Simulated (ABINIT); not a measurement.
A run of ABINIT 10.8.3 (patched build):

File run.abi:

```
# Datasets: one volume each
ndtset 7
getwfk -1
scalecart1 3*0.9795861087
scalecart2 3*0.9864848297
scalecart3 3*0.9932883884
scalecart4 3*1.0000000000
scalecart5 3*1.0066227096
scalecart6 3*1.0131594038
scalecart7 3*1.0196128224

# Pseudopotentials
pp_dirpath "./"
pseudos "Pb.GGA_PBE-JTH.xml, Te.GGA_PBE-JTH.xml"

# Structure
acell 3*1.0 Angstrom
rprim
     4.0022870000     0.0000000000     0.0000000000
     0.0000000000     4.0022870000     0.0000000000
     0.0000000000     0.0000000000     4.0022870000
ntypat 2
znucl 82 52
natom 2
typat 1 2
xred
     0.0000000000     0.0000000000     0.0000000000
     0.5000000000     0.5000000000     0.5000000000

# Plane-wave basis
ecut 462.593566 eV
pawecutdg 34.0

# k points
kptopt 1
ngkpt 7 7 7
nshiftk 1
shiftk 0.0 0.0 0.0

# Exchange and correlation
ixc 11
vdw_xc 7

# Bands and occupations
nband 14
occopt 3
tsmear 0.05 eV

# SCF cycle
nstep 100
tolvrs 1.0e-9

# Output
iomode 3
prtwf 1
prtden 0
prteig 0
prtebands 0
enunit 1
```

Potentials or basis: JTH PAW PBE v2.0.

Run with:

```bash
$ abinit run.abi > log 2>&1
```

Hardware: 1 thread of Arm Neoverse V2, with other jobs on the host.

**Question.** Estimate the wall time of this run.

**Answer.** It took 68 s on 1 thread of Arm Neoverse V2 (shared host), peak memory 0.14 GiB. Counts: scf iterations 68, mpi ranks 1, k points 20, bands 14, plane waves 1376.
